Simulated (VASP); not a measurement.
Wanted: the native input for a VASP 6.6.1 run.

```
Task                   : relaxation of cell and atoms
Functional             : PBE
Dispersion             : TS
Potentials or basis    : VASP PAW PBE potentials, release 64 (Hf_pv, C)
Cutoff                 : 600 eV
k mesh                 : 10 × 10 × 10
Occupations            : fermi-dirac, width 0.05 eV
Spin                   : no spin polarisation
Further INCAR settings : ALGO = Normal; EDIFF = 1e-06; IBRION = 2; EDIFFG = -0.01; NSW = 40; ISIF = 3
```

The structure of HfC lies in POSCAR:

```
HfC
1.0
    0.0000000000      2.3250000000      2.3250000000
    2.3250000000      0.0000000000      2.3250000000
    2.3250000000      2.3250000000      0.0000000000
Hf C
1 1
Direct
    0.5000000000      0.5000000000      0.5000000000
    0.0000000000      0.0000000000      0.0000000000
```

The input as run:

INCAR

```
SYSTEM = HfC
PREC = Accurate
ENCUT = 600
EDIFF = 1E-6
ISMEAR = -1
SIGMA = 0.05
LREAL = .False.
LASPH = .True.
NELM = 80
ALGO = Normal
ISIF = 3
LWAVE = .False.
LCHARG = .False.
GGA = PE
IVDW = 2
IBRION = 2
NSW = 40
EDIFFG = -0.01
```

KPOINTS

```
regular mesh
0
Gamma
  10 10 10
  0 0 0
```

Potentials or basis: VASP PAW PBE potentials, release 64 (Hf_pv, C).

The run is started by

```sh
$ cat potpaw_PBE.64/Hf_pv/POTCAR potpaw_PBE.64/C/POTCAR > POTCAR
$ mpirun -np 1 vasp_std > vasp.out
```

It gave:

* Relaxed volume: 12.03 Å³/atom
* Relaxed cell: a = 3.241 Å, b = 3.241 Å, c = 3.241 Å, α = 60.00°, β = 60.00°, γ = 60.00°
* Space group after relaxing (to 0.05 Å): Fm-3m (No. 225)
* Energy gained by relaxing: 16.2 meV/atom
* Ionic steps: 4
* Pressure after relaxing: 0.0 GPa
* Band gap on the k mesh: none (metal or under the smearing width)
* Hirshfeld charges: Hf +0.41; C -0.41 e
* Dispersion energy per atom: -0.654 eV

Caveat: atom-pairwise D2, TS and ULG terms overbind metals; pairwise dispersion overbinds metals, which lowers pressure and volume.

Wall time 34 s on 1 thread of AMD EPYC 9R45 96-Core Processor (Zen 5), on a shared host, peak memory 0.15 GiB.
